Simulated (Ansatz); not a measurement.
A run of Ansatz 0.2.0:

File input.yaml:

```yaml
crystal:
  lattice:
    - [-1.69499963, 1.65212262, 1.64090873]
    - [1.87648335, -1.65155032, 1.82182015]
    - [1.94105724, 1.89760792, -1.64033643]
  atoms:
    - { symbol: Hf, position: [0.0, 0.0, 0.0] }
hamiltonian:
  xc: lda
  pseudopotentials: { kind: paw }
kpoints:
  mp_grid: { grid: [11, 10, 10] }
scf:
  occupations: { method: fermi_dirac, width: 0.05 }
output:
  forces: true
  stress: true
  eigenvalues: true
relax:
  f_tol: 0.01
  max_steps: 40
  cell: { stress_tol: 0.05 }
```

Potentials or basis: Ansatz PAW.

Command:

```bash
$ ansatz run input.yaml --threads 2 --pin off --max-ram 5632MiB --backend cpu --events-out ev --progress --plain --runs-dir out
```

Hardware: 2 threads of Arm Neoverse V1 (shared host).

Task: How long does it take, and how much memory?

Result: It took 78 s on 2 threads of Arm Neoverse V1 (shared host), peak memory 0.49 GiB. Counts: scf iterations 60, plane waves 369, k points 552, bands 17, ion steps 11.
